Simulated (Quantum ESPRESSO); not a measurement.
The system is Pd.

```
Pd
1.0
     0.00000    1.94650    1.94650
     1.94650    0.00000    1.94650
     1.94650    1.94650    0.00000
Pd
1
Direct
  0.00000 0.00000 0.00000
```

Base run:

| Property | Result |
| --- | --- |
| Program | Quantum ESPRESSO 7.5 |
| Functional | WC |
| Potentials or basis | SG15 PBE 1.2 |
| Cutoff | 952 eV |
| Density cutoff | 3810 eV |
| k mesh | 12 × 12 × 12 |
| Occupations | fermi-dirac, width 0.05 eV |
| Spin | no spin polarisation |

Its results: band gap on the k mesh none (metal or under the smearing width); pressure -1.7 GPa.

Question: After a change of settings the same cell gave: band gap on the k mesh none (metal or under the smearing width); pressure 11.7 GPa. Which change was it?
A. functional from WC to SCAN; k mesh from 12 × 12 × 12 to 9 × 9 × 9
B. functional from WC to AM05
C. functional from WC to rPW86PBE; dispersion from none to rVV10
D. functional from WC to r2SCAN; k mesh from 12 × 12 × 12 to 9 × 9 × 9

Answer: C.

Caveats: the potentials were made for another functional, which shifts forces and pressure.

Runs at the PBE level aren't shown here.
